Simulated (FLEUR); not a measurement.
Pr under changes of volume

One of the cells (36.905 Å³/atom); the others are scaled copies at fixed shape and fractional positions:

```
Pr
1.0
    -2.09737    2.09737    2.09737
     2.09737   -2.09737    2.09737
     2.09737    2.09737   -2.09737
Pr
1
Cartesian
  0.0000 0.0000 0.0000
```

This isn't the form of Pr at room conditions, which is double hcp.

* Program: FLEUR MaX-R8.1 (later development tree)
* Functional: PBE
* Potentials or basis: all-electron
* Basis: FLAPW
* Kmax: 3.8 1/bohr
* k mesh: 9 × 9 × 9
* Occupations: fermi-dirac, width 0.05 eV
* Spin: collinear spin, ferromagnetic start
* Starting moments: [2.0] μB

| volume (Å³/atom) | energy over the lowest point (meV/atom) | moment (μB per cell) |
| --- | --- | --- |
| 34.691 | 0.00 | 2.99 |
| 35.429 | 17.08 | 2.99 |
| 36.167 | 35.10 | 3.00 |
| 36.905 | 54.23 | 3.01 |
| 37.643 | 74.20 | 3.01 |
| 38.381 | 95.18 | 3.02 |
| 39.119 | ? | ? |

What does the run at 39.119 Å³/atom give?

Energy over the lowest point 116.91 meV/atom; moment 3.02 μB per cell.

Worked out: A Birch-Murnaghan fit of order 3 (a polynomial in V^(-2/3)) to the other rows has no minimum within the range. It gives 117.03 meV/atom at 39.119 Å³/atom, against the run's 116.91. A straight line through the other rows of the moment, of slope 0.00852 μB per Å³/atom, extrapolates to 3.03 μB, against the run's 3.02.

Energies are extrapolated to zero smearing.

Caveats: the magnetic or orbital state may not be the lowest.
